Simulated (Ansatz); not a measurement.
**Preparing GaN (P6_3mc) as a host crystal**

Aim: the runs on the perfect crystal GaN (P6_3mc) that a defect calculation needs first.

Calculated with Ansatz 0.2.0; plane-wave PAW DFT, r2SCAN; single point of the host's primitive cell on a dense mesh; PAW set soft_1, in the first sound run; inputs show where later runs differ.

### Step 1. The structure

The structure is hexagonal, space group P6_3mc (No. 186). The conventional cell has a = 3.183 Å, b = 3.183 Å, c = 5.184 Å, α = 90.00°, β = 90.00°, γ = 120.00°. Ga has 4 N at 1.95 Å nearest. Nearest to N lie 4 Ga at 1.95 Å. Farther neighbours and most contacts between anions are not listed.

As a file:

```
Ga N
1.0
     3.18327    0.00000    0.00000
    -1.59164    2.75679    0.00000
     0.00000    0.00000    5.18383
Ga N
2 2
Cartesian
  1.5916 0.9189 2.5873
  0.0000 1.8379 5.1792
  1.5916 0.9189 4.5405
  0.0000 1.8379 1.9486
```

### Step 2. Primitive cell on a dense mesh

A dense mesh gives the host's converged energy, against which the supercell's sampling is tested.

Contents of dense/input.yaml:

```yaml
crystal:
  lattice:
    - [3.1832725448, 0.0, 0.0]
    - [-1.5916362724, 2.7567948909, 0.0]
    - [0.0, 0.0, 5.1838316146]
  atoms:
    - { symbol: Ga, position: [0.6666666667, 0.3333333333, 0.4991062361] }
    - { symbol: Ga, position: [0.3333333333, 0.6666666667, 0.9991062361] }
    - { symbol: "N", position: [0.6666666667, 0.3333333333, 0.8758937639] }
    - { symbol: "N", position: [0.3333333333, 0.6666666667, 0.3758937639] }
basis:
  ecutwfc: 500
  xc_grid: 2
hamiltonian:
  xc: r2scan
  pseudopotentials: { kind: paw, azcp: { folder: soft_1 } }
kpoints:
  mp_grid: { grid: [10, 10, 6] }
scf:
  occupations: { method: fermi_dirac, width: 0.01 }
  max_iter: 80
```

The run is started by

```sh
ansatz run input.yaml --threads 4 --pin off --max-ram 7536MiB --backend cpu --events-out ev --progress --plain --runs-dir out
```

Numbers of over 12 decimals in the logs are rounded to 6 here.

Output:

```text
Engine: ansatz 0.2.0, x86_64-unknown-linux-gnu
Pseudopotentials: kind: paw
Pseudopotential: Ga, paw, valence charge 13, recommended cutoff 500 eV (meta_gga), soft_1/Ga.paw.azcp
Pseudopotential: N, paw, valence charge 5, recommended cutoff 500 eV (meta_gga), soft_1/N.paw.azcp
Functional definition: r2SCAN
  parameter k0 = 0.174
  parameter k1 = 0.065
  parameter a1 = 4.9479
  exchange = r2scan_x(k0 = k0, k1 = k1, a1 = a1)
  correlation = r2scan_c
Crystal: 4 atoms, lattice volume = 45.491 Å³
Basis set: ecut = 500 eV, 1129 PW (Γ), exchange–correlation on 48×48×80 points (8 copies of the dense FFT grid, shifted against one another)
Bands: 22, of which v1, the nominal top of the filled ones, is band 18 counted from 1 (17 counted from 0)
Symmetry: 12 space group operations
Space group: P63mc (ITA 186), of the structure as read, at distance tolerance 3.6e-5 Å
k-points: 56 of 600 (time reversal used)
Non-local potential: Ga, projectors of the file, l = 0: 2, l = 1: 2, l = 2: 3, l = 3: 1
Non-local potential: N, projectors of the file, l = 0: 2, l = 1: 2, l = 2: 1
PAW form: soft (Blöchl's): semilocal exchange-correlation on the pseudo side does not see the compensation charge
PAW frozen core: Ga, regenerated for the run's functional (the file was generated under x = pbe(κ = 0.804, μ = 0.219515), c = pbe(β = 0.066725))
PAW frozen core: N, regenerated for the run's functional (the file was generated under x = pbe(κ = 0.804, μ = 0.219515), c = pbe(β = 0.066725))
PAW one-centre angular grid: Ga, 590 points (default); XC on 160 Gauss nodes
PAW one-centre angular grid: N, 302 points (default); XC on 160 Gauss nodes
Initial density: superposition of atomic densities (chi_scale 0.1, normalization cell, long waves kept (reshape's long-wave potential 0.00 eV rms))
Initial wavefunctions: pseudopotential atomic-orbital guess
Functional: x = r2scan, c = r2scan; τ floored in thin density (d = 2e-4 eV/Å³)
SCF iter   1: F=—  HF=-8353.742661 eV  |F-HF|=—  |Δ(HF+E_count)|=         —  Δρ=1.16e-1  dr2=4.96e0  dr2_τ=5.78e-1  ethr=3.10e-3  ⟨swp⟩=4.6  Hψ=4920  notcnv=0
preconditioner: auto → Resta (q_TF=auto, 2.624 Å⁻¹)  ε∞=4.4  [insulator: Δε(μ)=2.908 eV  Ē_g=17.885 eV  σ=0.010 eV  W_gap=1.00  n_scr=22 (ndim 8)  ℏωp=33.0 eV  f_vac=0.000  D(μ)=0.00/eV (n_scr^D=0)  ε∞_Penn≈4.4]
SCF iter   2: F=—  HF=-8352.706077 eV  |F-HF|=—  |Δ(HF+E_count)|=    1.04e0  Δρ=5.19e-2  dr2=6.84e-1  dr2_τ=7.36e-2  ethr=3.10e-3  ⟨swp⟩=2.2  Hψ=2922  notcnv=0
SCF iter   3: F=—  HF=-8352.784122 eV  |F-HF|=—  |Δ(HF+E_count)|=   7.80e-2  Δρ=1.80e-2  dr2=1.13e-1  dr2_τ=7.71e-3  ethr=1.90e-3  ⟨swp⟩=2.0  Hψ=1456  notcnv=0
SCF iter   4: F=—  HF=-8352.778741 eV  |F-HF|=—  |Δ(HF+E_count)|=   5.38e-3  Δρ=3.52e-3  dr2=3.91e-3  dr2_τ=2.32e-4  ethr=3.13e-4  ⟨swp⟩=2.8  Hψ=2315  notcnv=0
SCF iter   5: F=—  HF=-8352.781913 eV  |F-HF|=—  |Δ(HF+E_count)|=   3.17e-3  Δρ=2.19e-3  dr2=1.40e-3  dr2_τ=5.08e-5  ethr=1.08e-5  ⟨swp⟩=2.4  Hψ=2475  notcnv=0
SCF iter   6: F=—  HF=-8352.780570 eV  |F-HF|=—  |Δ(HF+E_count)|=   1.34e-3  Δρ=4.11e-4  dr2=8.91e-5  dr2_τ=3.76e-6  ethr=3.88e-6  ⟨swp⟩=2.0  Hψ=2454  notcnv=0
SCF iter   7: F=—  HF=-8352.780591 eV  |F-HF|=—  |Δ(HF+E_count)|=   2.06e-5  Δρ=1.48e-4  dr2=1.11e-5  dr2_τ=5.45e-7  ethr=2.47e-7  ⟨swp⟩=2.1  Hψ=2301  notcnv=0
SCF iter   8: F=—  HF=-8352.780591 eV  |F-HF|=—  |Δ(HF+E_count)|=   5.36e-7  Δρ=2.40e-5  dr2=2.61e-7  dr2_τ=3.97e-9  ethr=3.09e-8  ⟨swp⟩=2.0  Hψ=1910  notcnv=0
SCF iter   9: F=-8352.780591 eV  HF=-8352.780591 eV  |F-HF|=9.09e-11  |Δ(HF+E_count)|=   6.28e-8  Δρ=5.67e-6  dr2=1.24e-8  dr2_τ=2.18e-10  ethr=2.78e-10  ⟨swp⟩=2.4  Hψ=2526  notcnv=0
SCF 1 converged in 9 iterations: F = -8352.780591 eV  dr2 = 1.24e-8
  greatest PAW one-centre occupation: 0.994 electrons in one spin orbital (limit 2), on the Ga atom at site 1 (counted from 0), in its partial waves of l = 2
SCF converged after 9 iterations
Free energy (F): -8352.780591 eV
Harris-Foulkes:  -8352.780591 eV  (|F-HF|=9.09e-11)
Internal energy: -8352.780591 eV  (E = F + TS)
E sigma→0 (E₀):  -8352.780591 eV
Fermi energy:    10.649776 eV
--- Per-component energies (eV) ---
  E_band       = -29.933199
  E_kinetic    = 481.168125
  E_local      = -2831.923412  (includes V_loc(G=0)·N_el)
  E_nonlocal   = -105.946693
  E_hartree    = 1798.201883
  E_xc         = -231.725174
  E_vxc        = -280.053524  (∫ρ·V_xc dr)
  E_paw        = -4283.182423  (= ΣΔE_a)
  E_vpaw       = -904.840922  (= ΣTr[D̂ρ^β])
  E_aug_tail   = 0.000047  (compensation charges beyond the density's cutoff)
  E_vtau       = 15.256393  (kinetic-family band-sum trace: ∫τ·v_τ [+ j·A + Jᵃ·Aᵃ] dr)
  E_ewald      = -3178.007683
  E_core_change = -1.365260  (= ΣΔE_core)
  E_smearing   = -0.000000  (= −TS)
  E_closure    = -0.000000  (closes the sum)
  Σ components = -8352.780591   (vs F -8352.780591, Δ=0.00e0)
```

Elapsed: 3.7 s, on 4 threads of Intel Xeon at 2.60GHz (Ice Lake), shared host; peak memory 0.43 GiB; 9.9 s of CPU time.

Reading the cycles: dr2 is the Hartree energy of the density residual (eV), the measure of convergence; HF is the Harris–Foulkes estimate of the energy, which meets the free energy F at convergence.

### Step 3. Self-consistent run

This step: plane-wave PAW DFT, r2SCAN; single point of the defect-free supercell, a test of its k-points; PAW set soft_1 (Ansatz 0.2.0).

System of this step: GaN (P6_3mc). Symmetry: P6_3mc, No. 186, hexagonal system. Conventional cell: a = 3.183 Å, b = 3.183 Å, c = 5.184 Å, α = 90.00°, β = 90.00°, γ = 120.00°. Nearest to Ga lie 4 N at 1.95 Å. Nearest to N lie 4 Ga at 1.95 Å. Farther neighbours and most contacts between anions are not listed.

Contents of pristine.sampling/input.yaml:

```yaml
crystal:
  lattice:
    - [6.3665450895, 0.0, 0.0]
    - [-3.1832725448, 5.5135897818, 0.0]
    - [0.0, 0.0, 10.3676632292]
  atoms:
    - { symbol: Ga, position: [0.3333333334, 0.1666666666, 0.249553118] }
    - { symbol: Ga, position: [0.1666666666, 0.3333333334, 0.499553118] }
    - { symbol: "N", position: [0.3333333334, 0.1666666666, 0.437946882] }
    - { symbol: "N", position: [0.1666666666, 0.3333333334, 0.187946882] }
    - { symbol: Ga, position: [0.3333333334, 0.1666666666, 0.749553118] }
    - { symbol: Ga, position: [0.1666666666, 0.3333333334, 0.999553118] }
    - { symbol: "N", position: [0.3333333334, 0.1666666666, 0.937946882] }
    - { symbol: "N", position: [0.1666666666, 0.3333333334, 0.687946882] }
    - { symbol: Ga, position: [0.3333333334, 0.6666666666, 0.249553118] }
    - { symbol: Ga, position: [0.1666666666, 0.8333333333, 0.499553118] }
    - { symbol: "N", position: [0.3333333334, 0.6666666666, 0.437946882] }
    - { symbol: "N", position: [0.1666666666, 0.8333333333, 0.187946882] }
    - { symbol: Ga, position: [0.3333333334, 0.6666666666, 0.749553118] }
    - { symbol: Ga, position: [0.1666666666, 0.8333333333, 0.999553118] }
    - { symbol: "N", position: [0.3333333334, 0.6666666666, 0.937946882] }
    - { symbol: "N", position: [0.1666666666, 0.8333333333, 0.687946882] }
    - { symbol: Ga, position: [0.8333333333, 0.1666666666, 0.249553118] }
    - { symbol: Ga, position: [0.6666666666, 0.3333333334, 0.499553118] }
    - { symbol: "N", position: [0.8333333333, 0.1666666666, 0.437946882] }
    - { symbol: "N", position: [0.6666666666, 0.3333333334, 0.187946882] }
    - { symbol: Ga, position: [0.8333333333, 0.1666666666, 0.749553118] }
    - { symbol: Ga, position: [0.6666666666, 0.3333333334, 0.999553118] }
    - { symbol: "N", position: [0.8333333333, 0.1666666666, 0.937946882] }
    - { symbol: "N", position: [0.6666666666, 0.3333333334, 0.687946882] }
    - { symbol: Ga, position: [0.8333333333, 0.6666666666, 0.249553118] }
    - { symbol: Ga, position: [0.6666666666, 0.8333333333, 0.499553118] }
    - { symbol: "N", position: [0.8333333333, 0.6666666666, 0.437946882] }
    - { symbol: "N", position: [0.6666666666, 0.8333333333, 0.187946882] }
    - { symbol: Ga, position: [0.8333333333, 0.6666666666, 0.749553118] }
    - { symbol: Ga, position: [0.6666666666, 0.8333333333, 0.999553118] }
    - { symbol: "N", position: [0.8333333333, 0.6666666666, 0.937946882] }
    - { symbol: "N", position: [0.6666666666, 0.8333333333, 0.687946882] }
basis:
  ecutwfc: 500
  xc_grid: 2
hamiltonian:
  xc: r2scan
  pseudopotentials: { kind: paw, azcp: { folder: soft_1 } }
kpoints:
  mp_grid: { grid: [1, 1, 1], shift: [0.25, 0.25, 0.25] }
scf:
  occupations: { method: fermi_dirac, width: 0.01 }
  max_iter: 80
```

Output:

```text
[...]
Crystal: 32 atoms, lattice volume = 363.931 Å³
Basis set: ecut = 500 eV, 9211 PW (Γ), exchange–correlation on 96×96×160 points (8 copies of the dense FFT grid, shifted against one another)
Bands: 176, of which v1, the nominal top of the filled ones, is band 144 counted from 1 (143 counted from 0)
Symmetry: 16 space group operations
k-points: 1
[...]
SCF iter   1: F=—  HF=-66833.131815 eV  |F-HF|=—  |Δ(HF+E_count)|=         —  Δρ=1.13e-1  dr2=3.66e1  dr2_τ=4.23e0  ethr=3.10e-3  ⟨swp⟩=5.0  Hψ=548  notcnv=0  defer=1
[...]
SCF iter   3: F=—  HF=-66826.235420 eV  |F-HF|=—  |Δ(HF+E_count)|=   5.74e-1  Δρ=1.73e-2  dr2=8.32e-1  dr2_τ=5.90e-2  ethr=1.79e-3  ⟨swp⟩=2.0  Hψ=158  notcnv=0  defer=15
automatic band count: iteration 3 solves 166 bands in place of 176: the levels show a gap, and the empty bands left out lie too high to hold charge; the band table lists the bands solved (type scf.n_extra_bands for more)
SCF iter   4: F=—  HF=-66826.192921 eV  |F-HF|=—  |Δ(HF+E_count)|=   4.25e-2  Δρ=3.39e-3  dr2=2.88e-2  dr2_τ=1.51e-3  ethr=2.89e-4  ⟨swp⟩=2.0  Hψ=206  notcnv=0  defer=15
[...]
SCF iter   9: F=-66826.208561 eV  HF=-66826.208561 eV  |F-HF|=4.61e-9  |Δ(HF+E_count)|=   5.04e-7  Δρ=5.40e-6  dr2=9.40e-8  dr2_τ=1.81e-9  ethr=1.26e-10  ⟨swp⟩=3.0  Hψ=429  notcnv=0
SCF 1 converged in 9 iterations: F = -66826.208561 eV  dr2 = 9.40e-8
[...]
SCF converged after 9 iterations
Free energy (F): -66826.208561 eV
[...]
Internal energy: -66826.208561 eV  (E = F + TS)
E sigma→0 (E₀):  -66826.208561 eV
Fermi energy:    11.445998 eV
[...]
```

Wall time 3.3 s (4 threads); peak memory 0.87 GiB.

This step gave:

```yaml
energy_over_dense_mesh: -0.1239 eV/atom
```

### Step 4. Defect free supercell relaxed from its symmetric sites

This cell, the one that will hold the defects, is built from the relaxed host. Its coarser k-points can move the atoms a little, so it is relaxed from the symmetric sites, as the reference for the test of stability.

This step: plane-wave PAW DFT, r2SCAN; relaxation of the defect-free supercell from its symmetric sites; PAW set soft_1 (Ansatz 0.2.0).

pristine.symmetric/input.yaml, as its differences from pristine.sampling/input.yaml of step 3:

```diff
@@ -45,3 +45,3 @@
 kpoints:
-  mp_grid: { grid: [1, 1, 1], shift: [0.25, 0.25, 0.25] }
+  mp_grid: { grid: [2, 2, 2], shift: [0.5, 0.5, 0.5] }
 scf:
@@ -49 +49,12 @@
   max_iter: 80
+output:
+  forces: true
+relax:
+  f_tol: 0.01
+  max_steps: 60
+  escape_saddle: false
+checkpoint:
+  write: "../pristine.symmetric.run"
+  compress: false
+  write_wavefunctions: false
+  write_every: 100000
```

Output:

```text
[... repeated set-up lines and file paths are left out, and long positions are rounded to six places ...]
Warning: crystal.symmetry: narrowed to the stabiliser of the k-point mesh — unitary ops 96 → 32; [...]
[...]
Crystal: 32 atoms, lattice volume = 363.931 Å³
Basis set: ecut = 500 eV, 9211 PW (Γ), exchange–correlation on 96×96×160 points (8 copies of the dense FFT grid, shifted against one another)
Bands: 176, of which v1, the nominal top of the filled ones, is band 144 counted from 1 (143 counted from 0)
Symmetry: 32 space group operations
k-points: 2 of 8 (time reversal used)
[...]
SCF iter   1: F=—  HF=-66830.034759 eV  |F-HF|=—  |Δ(HF+E_count)|=         —  Δρ=1.16e-1  dr2=3.94e1  dr2_τ=4.59e0  ethr=3.10e-3  ⟨swp⟩=5.5  Hψ=1150  notcnv=0  defer=1
[...]
SCF iter   8: F=-66822.394839 eV  HF=-66822.394839 eV  |F-HF|=1.78e-7  |Δ(HF+E_count)|=   6.04e-8  Δρ=2.19e-5  dr2=1.71e-6  dr2_τ=3.35e-8  ethr=8.68e-10  ⟨swp⟩=3.0  Hψ=1216  notcnv=0
SCF 1 converged in 8 iterations: F = -66822.394839 eV  dr2 = 1.71e-6
[...]
relax step   1: F+E_penalty+E_count = -66822.39483874 eV  Δ(F+E_penalty+E_count) = +0.000e0 eV  max|allowed force component| = 5.375e-3 eV/Å  Δτ_max = 0.0000 Å  (8 SCF iters, dr2 threshold 2.50e-6 eV, accepted)
[...]
iter 1 solved again at ethr=5.90e-10 eV; its pass at ethr=3.10e-3 eV (dr2=1.70e-6 eV) is discarded
[...]
SCF iter   3: F=-66822.394839 eV  HF=-66822.394839 eV  |F-HF|=1.42e-8  |Δ(HF+E_count)|=   2.79e-7  Δρ=4.70e-6  dr2=7.71e-8  dr2_τ=5.73e-9  ethr=3.47e-11  ⟨swp⟩=2.0  Hψ=963  notcnv=0
SCF 2 converged in 3 iterations: F = -66822.394839 eV  dr2 = 7.71e-8
relax step   2: F+E_penalty+E_count = -66822.39483910 eV  Δ(F+E_penalty+E_count) = -3.688e-7 eV  max|allowed force component| = 5.374e-3 eV/Å  Δτ_max = 0.0000 Å  (3 SCF iters, accepted)
[...]
SCF iter   2: F=-66822.394839 eV  HF=-66822.394839 eV  |F-HF|=1.25e-8  |Δ(HF+E_count)|=   1.12e-8  Δρ=2.83e-6  dr2=3.14e-8  dr2_τ=6.55e-10  ethr=2.65e-11  ⟨swp⟩=3.0  Hψ=936  notcnv=0
SCF 3 converged in 2 iterations: F = -66822.394839 eV  dr2 = 3.14e-8
SCF converged after 2 iterations
Free energy (F): -66822.394839 eV
[...]
Internal energy: -66822.394839 eV  (E = F + TS)
E sigma→0 (E₀):  -66822.394839 eV
Fermi energy:    11.184127 eV
[...]
--- Forces (eV/Å), atoms counted from 1 ---
  atom   1  Ga    -0.00403311     0.00232852    -0.00010397
  atom   2  Ga     0.00403311    -0.00232852    -0.00010397
  atom   3  N      0.00537423    -0.00310281     0.00045191
  atom   4  N     -0.00537423     0.00310281     0.00045191
  atom   5  Ga    -0.00403311     0.00232852    -0.00010397
  atom   6  Ga     0.00403311    -0.00232852    -0.00010397
  atom   7  N      0.00537423    -0.00310281     0.00045191
  atom   8  N     -0.00537423     0.00310281     0.00045191
  atom   9  Ga    -0.00403311     0.00232852    -0.00010397
  atom  10  Ga     0.00403311    -0.00232852    -0.00010397
  atom  11  N      0.00537423    -0.00310281     0.00045191
  atom  12  N     -0.00537423     0.00310281     0.00045191
  atom  13  Ga    -0.00403311     0.00232852    -0.00010397
  atom  14  Ga     0.00403311    -0.00232852    -0.00010397
  atom  15  N      0.00537423    -0.00310281     0.00045191
  atom  16  N     -0.00537423     0.00310281     0.00045191
  atom  17  Ga    -0.00403311     0.00232852    -0.00010397
  atom  18  Ga     0.00403311    -0.00232852    -0.00010397
  atom  19  N      0.00537423    -0.00310281     0.00045191
  atom  20  N     -0.00537423     0.00310281     0.00045191
  atom  21  Ga    -0.00403311     0.00232852    -0.00010397
  atom  22  Ga     0.00403311    -0.00232852    -0.00010397
  atom  23  N      0.00537423    -0.00310281     0.00045191
  atom  24  N     -0.00537423     0.00310281     0.00045191
  atom  25  Ga    -0.00403311     0.00232852    -0.00010397
  atom  26  Ga     0.00403311    -0.00232852    -0.00010397
  atom  27  N      0.00537423    -0.00310281     0.00045191
  atom  28  N     -0.00537423     0.00310281     0.00045191
  atom  29  Ga    -0.00403311     0.00232852    -0.00010397
  atom  30  Ga     0.00403311    -0.00232852    -0.00010397
  atom  31  N      0.00537423    -0.00310281     0.00045191
  atom  32  N     -0.00537423     0.00310281     0.00045191
  max |Σ_I F_I| component: 5.57e-3 eV/Å
--- Relaxed structure (2 steps of the walk, 2 accepted, 0 SCFs on fresh bases) ---
  F+E_penalty+E_count = -66822.39483910 eV   max|allowed force component| = 5.374e-3 eV/Å
  atoms:
    - { symbol: Ga, position: [0.333333, 0.166667, 0.249553] }
    - { symbol: Ga, position: [0.166667, 0.333333, 0.499553] }
    - { symbol: N, position: [0.333333, 0.166667, 0.437947] }
    - { symbol: N, position: [0.166667, 0.333333, 0.187947] }
    - { symbol: Ga, position: [0.333333, 0.166667, 0.749553] }
    - { symbol: Ga, position: [0.166667, 0.333333, 0.999553] }
    - { symbol: N, position: [0.333333, 0.166667, 0.937947] }
    - { symbol: N, position: [0.166667, 0.333333, 0.687947] }
    - { symbol: Ga, position: [0.333333, 0.666667, 0.249553] }
    - { symbol: Ga, position: [0.166667, 0.833333, 0.499553] }
    - { symbol: N, position: [0.333333, 0.666667, 0.437947] }
    - { symbol: N, position: [0.166667, 0.833333, 0.187947] }
    - { symbol: Ga, position: [0.333333, 0.666667, 0.749553] }
    - { symbol: Ga, position: [0.166667, 0.833333, 0.999553] }
    - { symbol: N, position: [0.333333, 0.666667, 0.937947] }
    - { symbol: N, position: [0.166667, 0.833333, 0.687947] }
    - { symbol: Ga, position: [0.833333, 0.166667, 0.249553] }
    - { symbol: Ga, position: [0.666667, 0.333333, 0.499553] }
    - { symbol: N, position: [0.833333, 0.166667, 0.437947] }
    - { symbol: N, position: [0.666667, 0.333333, 0.187947] }
    - { symbol: Ga, position: [0.833333, 0.166667, 0.749553] }
    - { symbol: Ga, position: [0.666667, 0.333333, 0.999553] }
    - { symbol: N, position: [0.833333, 0.166667, 0.937947] }
    - { symbol: N, position: [0.666667, 0.333333, 0.687947] }
    - { symbol: Ga, position: [0.833333, 0.666667, 0.249553] }
    - { symbol: Ga, position: [0.666667, 0.833333, 0.499553] }
    - { symbol: N, position: [0.833333, 0.666667, 0.437947] }
    - { symbol: N, position: [0.666667, 0.833333, 0.187947] }
    - { symbol: Ga, position: [0.833333, 0.666667, 0.749553] }
    - { symbol: Ga, position: [0.666667, 0.833333, 0.999553] }
    - { symbol: N, position: [0.833333, 0.666667, 0.937947] }
    - { symbol: N, position: [0.666667, 0.833333, 0.687947] }
```

Wall time 10 s (4 threads); peak memory 1.2 GiB; 36 s of CPU time.

No atom moved by 0.005 Å in the relaxation.

(Continued in part 2 of 2.)

[Logs are printed without paths, hosts, clocks, repeated set-up lines and the standing remarks that a program may print on its own settings, such as how far it seeks lower states.]

[Hosts, paths, dates, database ids (printed as entryN), source tags and the programs' standing remarks are cut or masked in the printed files.]

[Runs of the host that timed out are not shown.]

[For some hosts the program warned that the k-mesh of the response run may be too coarse for force constants and the static dielectric constant; such warnings are not always shown.]

[The program warned that the k-mesh of a response run behind this text may be too coarse: force constants, and the static dielectric constant and all else formed from them, are not shown converged.]
